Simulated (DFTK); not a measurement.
Crystal: Te.

```
CELL_PARAMETERS angstrom
4.45400 0.00000 0.00000
-2.22700 3.85728 0.00000
0.00000 0.00000 5.92400
ATOMIC_POSITIONS crystal
Te 0.73100 0.73100 0.00000
Te 0.00000 0.26900 0.66667
Te 0.26900 0.00000 0.33333
```

Base run:

| Property | Result |
| --- | --- |
| Program | DFTK 0.8.2 |
| Functional | PBEsol |
| Potentials or basis | dojo.nc.sr.pbesol.v0_4_1.standard.upf (PBEsol) |
| Cutoff | 1088 eV |
| k mesh | 7 × 7 × 5 |
| Occupations | fermi-dirac, width 0.05 eV |
| Spin | no spin polarisation |

Its results: pressure -0.8 GPa; largest force 0.153 eV/Å.

The run is repeated on the same cell with these changes: functional from PBEsol to LDA; potentials or basis from dojo.nc.sr.pbesol.v0_4_1.standard.upf (PBEsol) to cp2k.nc.sr.lda.v0_1.largecore.gth (LDA, GTH); cutoff from 1088 eV to 544 eV; valence electrons from 48 to 18. What comes out?

Pressure -1.8 GPa; largest force 0.108 eV/Å.

Caveats: GTH potentials come without recommended cutoffs, and this one wasn't checked for convergence (some runs).
